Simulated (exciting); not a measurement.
**Cs: single point with PBEsol**

Crystal: Cs.

```
Cs
1.0
    -3.12847    3.12847    3.12847
     3.12847   -3.12847    3.12847
     3.12847    3.12847   -3.12847
Cs
1
Direct
  0.00000 0.00000 0.00000
```

```json
{"Program": "exciting (release sodium)", "Task": "single point", "Functional": "PBEsol", "Potentials or basis": "all-electron LAPW+lo, shipped species files, valence relativity iora*", "rgkmax": "9", "k mesh": "6 × 6 × 6", "Occupations": "fermi-dirac, width 0.05 eV", "Spin": "no spin polarisation", "gmaxvr (cutoff of density and potential)": "14 1/bohr", "lmaxapw (and lmaxmat)": "10", "lmaxvr": "8", "nempty": "8", "Valence relativity": "iora*", "epsengy": "1e-05 Ha", "epspot": "1e-05 Ha", "maxscl": "60", "Muffin-tin radii": "Cs 2.3 bohr"}
```

```json
{
 "Band gap on the k mesh": "none (metal or under the smearing width)",
 "All electrons inside the program's atomic spheres": "Cs 51.69 (radii Cs 2.3 bohr)"
}
```

Levels at points of the mesh, in eV from the Fermi level:
```csv
k point,band 6,band 7,band 8,band 9,band 10,band 11,band 12,band 13
"(0.00, 0.00, 0.00)",-23.93,-10.64,-10.64,-10.64,-1.62,2.45,2.45,2.45
"(0.50, 0.00, 0.00)",-23.93,-10.75,-10.68,-10.64,0.05,0.80,1.65,3.09
"(0.50, 0.50, 0.50)",-23.92,-10.72,-10.72,-10.72,0.70,0.70,2.82,2.82
```

Wall time 3.3 min on 1 thread of AMD EPYC 7R43 64-Core Processor (Zen 3), on a shared host, peak memory 0.21 GiB.

Caveat: the log's total energy holds no entropy term; the free energy is that total less TS from the occupations. Spin-orbit coupling is left out, which matters for the levels of Cs.
